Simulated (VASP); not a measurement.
The system is KI.

```
I K
1.0
     4.29120    0.00000    0.00000
     0.00000    4.29120    0.00000
     0.00000    0.00000    4.29120
I K
1 1
Cartesian
  2.1456 2.1456 2.1456
  0.0000 0.0000 0.0000
```

Measurements of this composition are mostly on another form, of space group No. 225.

Base run:

```yaml
Program: VASP 6.6.1
Functional: PBE
Potentials_or_basis: VASP PAW PBE potentials, release 64 (I_GW, K_sv_GW)
Cutoff: 450 eV
k_mesh: 4 × 4 × 4
Occupations: gaussian, width 0.02 eV
Spin: no spin polarisation
```

Its results: band gap on the k mesh 3.32 eV, indirect (least direct gap 3.68 eV); pressure 0.4 GPa.

Task: The run is repeated on the same cell with these changes: cutoff from 450 eV to 500 eV; k mesh from 4 × 4 × 4 to 3 × 3 × 3. What comes out?

Result: Band gap on the k mesh 3.44 eV, indirect (least direct gap 3.67 eV); pressure 0.7 GPa.

Caveats: some runs use coarse meshes; spin-orbit coupling is left out, which moves the levels of the heavy elements; an odd mesh through Γ misses points on the zone boundary, where band edges often lie (some runs).
